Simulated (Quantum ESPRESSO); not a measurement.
Crystal: CoO.

```
Co O
1.0
     0.00000    2.34364    2.34364
     2.34364    0.00000    2.34364
     2.34364    2.34364    0.00000
Co O
1 1
Direct
  0.00000 0.00000 0.00000
  0.25000 0.25000 0.25000
```

Measurements of this composition are mostly on another form, of space group No. 225.

Base run:

```yaml
Program: Quantum ESPRESSO 7.5
Functional: RPBE
Potentials_or_basis: PseudoDojo 0.4 SR PBEsol stringent
Cutoff: 1415 eV
Density_cutoff: 5660 eV
k_mesh: 7 × 7 × 7
Occupations: gaussian, width 0.05 eV
Spin: collinear spin, ferromagnetic start
Starting_moments: "[3.0, 0.0] μB"
Hubbard_terms: Co d U = 2 eV
```

Its results: band gap on the k mesh 0.52 eV, direct; pressure -1.8 GPa; net moment 3.00 μB per cell; site moments Co +2.48; O +0.23 μB.

Problem. After a change of settings the same cell gave: band gap on the k mesh 0.49 eV, direct; pressure -2.9 GPa; net moment 3.00 μB per cell; site moments Co +2.48; O +0.24 μB. Which change was it?
A. functional from RPBE to revPBE
B. functional from RPBE to PW91
C. functional from RPBE to PBEsol
D. functional from RPBE to LDA

Solution. A.

Caveats: the potentials were made for another functional, which shifts forces and pressure; an odd mesh through Γ misses points on the zone boundary, where band edges often lie; a cell with one magnetic atom can't hold antiferromagnetic order, which such compounds often take.

Runs at the PBE level aren't shown here.
